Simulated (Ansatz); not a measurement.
# SiO2: element swaps in one structure

An exercise on one series of results from a longer session: the logs are not shown, and one member is left open.

Method: DFT r2SCAN, scalar-relativistic, plane waves, PAW, in Ansatz 0.2.0.

2 further runs of the same task are left out: 2 set aside as unsound or not needed.

**The structure to begin with**

Symmetry: I-42d, No. 122, tetragonal system. Conventional cell: a = 4.949 Å, b = 4.949 Å, c = 7.318 Å, α = 90.00°, β = 90.00°, γ = 90.00°. Si (site symmetry -4) is surrounded by 4 O at 1.61 Å. O (site symmetry 2) has 2 Si at 1.61 Å as nearest neighbours.

Structure file:

```cif
data_structure
_symmetry_space_group_name_H-M 'I-42d'
_symmetry_Int_Tables_number 122
_cell_length_a 4.9488
_cell_length_b 4.9488
_cell_length_c 7.3179
_cell_angle_alpha 90.000
_cell_angle_beta 90.000
_cell_angle_gamma 90.000
_cell_volume 179.22
loop_
_atom_site_label
_atom_site_type_symbol
_atom_site_symmetry_multiplicity
_atom_site_Wyckoff_symbol
_atom_site_fract_x
_atom_site_fract_y
_atom_site_fract_z
_atom_site_occupancy
Si1 Si 4 a 0.00000 0.00000 0.00000 1
O1 O 8 d 0.09746 0.25000 0.12500 1
```

It goes back to an entry of the Materials Project, which need not be the stable form.

It is the result of an earlier relaxation at this level (volume 14.93 Å³/atom; gap on the mesh: 6.55 eV).

Set-up of the first run:

Contents of input.yaml:

```yaml
crystal:
  lattice:
    - [-2.2540098289, 2.2540098289, 3.333044654]
    - [2.2540098289, -2.2540098289, 3.333044654]
    - [2.2540098289, 2.2540098289, -3.333044654]
  atoms:
    - { symbol: C, position: [0.0, 0.0, 0.0] }
    - { symbol: C, position: [0.75, 0.25, 0.5] }
    - { symbol: O, position: [0.375, 0.2224564639, 0.3474564639] }
    - { symbol: O, position: [0.9724564639, 0.625, 0.8474564639] }
    - { symbol: O, position: [0.7775435361, 0.125, 0.1525435361] }
    - { symbol: O, position: [0.875, 0.0275435361, 0.6525435361] }
basis:
  ecutwfc: 500
kpoints:
  mp_grid: { grid: [6, 6, 6] }
hamiltonian:
  xc: r2scan
scf:
  occupations: { method: gaussian, width: 0.1 }
output:
  forces: true
  stress: true
  eigenvalues: true
```

Launch:

```bash
ansatz run input.yaml --threads 1 --pin off --max-ram 2560MiB --backend cpu --events-out ev --progress --plain --runs-dir out
```

Steps of the session up to this table: Probe: one point at the start (CO2); Coarse relaxation (CO2); Relaxing cell and atoms (CO2); Band edges over the zone (CO2).

One of the session's tables, all rows but one given; the rest of the session is left out.

Lengths are those of the vectors of the cell that was run:

```
   swap  volume (Å³/atom)  a (Å)  b (Å)  c (Å)  ΔH_f (eV/atom)
   none             14.93  5.063  5.063  5.063          -3.016
Si → Ti                 ?      ?      ?      ?               ?
  O → N             19.33  5.480  5.480  5.480           0.375
 Si → C              7.56  4.056  4.056  4.056          -0.952
```

Estimate the missing values for Si → Ti.

The run gave: volume (Å³/atom): 24.23; a (Å): 5.903; b (Å): 5.903; c (Å): 5.903; ΔH_f (eV/atom): -3.195. In the column «volume (Å³/atom)» it is the highest.

Lengths are those of the computed cell. Formation energies count from the elements' standard states in the same functional (gases as molecules), at zero temperature and without zero-point motion. Rows of earlier swaps come from the sessions before.
